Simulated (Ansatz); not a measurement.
System: TlCl (CsCl type), 2 atoms in the cell.

```yaml
crystal:
  lattice:
    - [3.90000, 0.00000, 0.00000]
    - [0.00000, 3.90000, 0.00000]
    - [0.00000, 0.00000, 3.90000]
  atoms:
    - { symbol: Tl, position: [0.00000, 0.00000, 0.00000] }
    - { symbol: Cl, position: [0.50000, 0.50000, 0.50000] }
```
Lattice in Å, positions in fractions of it.

The calculation used Ansatz, PBE with spin–orbit coupling, all-electron LAPW, point nucleus.

k-mesh 6×6×6 Γ-centred; Fermi–Dirac smearing of 0.02 eV.

How large is the gap on this mesh, is it direct, and where do the band edges lie (fractions of the reciprocal vectors of this cell)?

1.80 eV, indirect from (0.000, 0.000, -0.500) to (-0.500, -0.500, -0.500); the smallest direct gap is 2.03 eV.

List the levels near the gap at (0.000, 0.000, 0.000), (0.000, 0.000, 0.333), (0.000, 0.000, -0.500), (0.000, 0.167, 0.333), (0.000, 0.333, 0.333), (0.000, -0.500, -0.500), (-0.500, -0.500, -0.500), in eV from the top of the valence band (v1 is the highest filled band, c1 the lowest empty one).


```json
{"k": "(0.000, 0.000, 0.000)", "v4": "-1.25", "v3": "-1.25", "v2": "-1.25", "v1": "-1.25", "c1": "6.10", "c2": "6.10", "c3": "7.94"}
{"k": "(0.000, 0.000, 0.333)", "v4": "-0.98", "v3": "-0.98", "v2": "-0.56", "v1": "-0.56", "c1": "3.15", "c2": "3.15", "c3": "6.20"}
{"k": "(0.000, 0.000, -0.500)", "v4": "-0.88", "v3": "-0.88", "v2": "0.00", "v1": "0.00", "c1": "2.03", "c2": "2.03", "c3": "5.92"}
{"k": "(0.000, 0.167, 0.333)", "v4": "-1.00", "v3": "-1.00", "v2": "-0.37", "v1": "-0.37", "c1": "3.35", "c2": "3.35", "c3": "5.72"}
{"k": "(0.000, 0.333, 0.333)", "v4": "-0.95", "v3": "-0.95", "v2": "-0.88", "v1": "-0.88", "c1": "3.69", "c2": "3.69", "c3": "5.14"}
{"k": "(0.000, -0.500, -0.500)", "v4": "-2.63", "v3": "-2.63", "v2": "-0.88", "v1": "-0.88", "c1": "4.18", "c2": "4.18", "c3": "5.18"}
{"k": "(-0.500, -0.500, -0.500)", "v4": "-1.76", "v3": "-1.76", "v2": "-1.76", "v1": "-1.76", "c1": "1.80", "c2": "1.80", "c3": "3.08"}
```

A gap read on the mesh is an upper bound of this method's gap, since the mesh can miss a band edge. Semilocal functionals give gaps that mostly lie well below measured ones.
